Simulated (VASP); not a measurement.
The system is BeTe.

```
Be Te
1.0
     0.00000    2.77000    2.77000
     2.77000    0.00000    2.77000
     2.77000    2.77000    0.00000
Be Te
1 1
Direct
  0.00000 0.00000 0.00000
  0.25000 0.25000 0.25000
```

```yaml
Program: VASP 6.6.1
Task: relaxation of cell and atoms
Functional: r2SCAN
Potentials_or_basis: VASP PAW PBE potentials, release 64 (Be, Te)
Cutoff: 600 eV
k_mesh: 8 × 8 × 8
Occupations: gaussian, width 0.02 eV
Spin: no spin polarisation
```

At the start: pressure 4.4 GPa; volume 21.25 Å³/atom.

Problem. How do energy, volume and symmetry change on relaxing?

Solution. Over 3 steps the energy falls by 19.0 meV/atom and the volume is 22.69 Å³/atom (+6.8 %); space group F-43m (No. 216, to 0.05 Å).

Step by step:
| step | energy change (eV) | largest force (eV/Å) | pressure (GPa) | volume (Å³) |
| --- | --- | --- | --- | --- |
| 1 | 0.0000 | 0.0000 | 4.44 | 42.51 |
| 2 | -0.0352 | 0.0000 | -1.06 | 46.23 |
| 3 | -0.0380 | 0.0000 | 0.01 | 45.39 |

Final structure:
```
CELL_PARAMETERS angstrom
0.00000 2.83119 2.83119
2.83119 0.00000 2.83119
2.83119 2.83119 0.00000
ATOMIC_POSITIONS crystal
Be 0.00000 0.00000 0.00000
Te 0.25000 0.25000 0.25000
```

Caveat: the PAW data sets were made with another functional, which shifts forces and pressure a little.
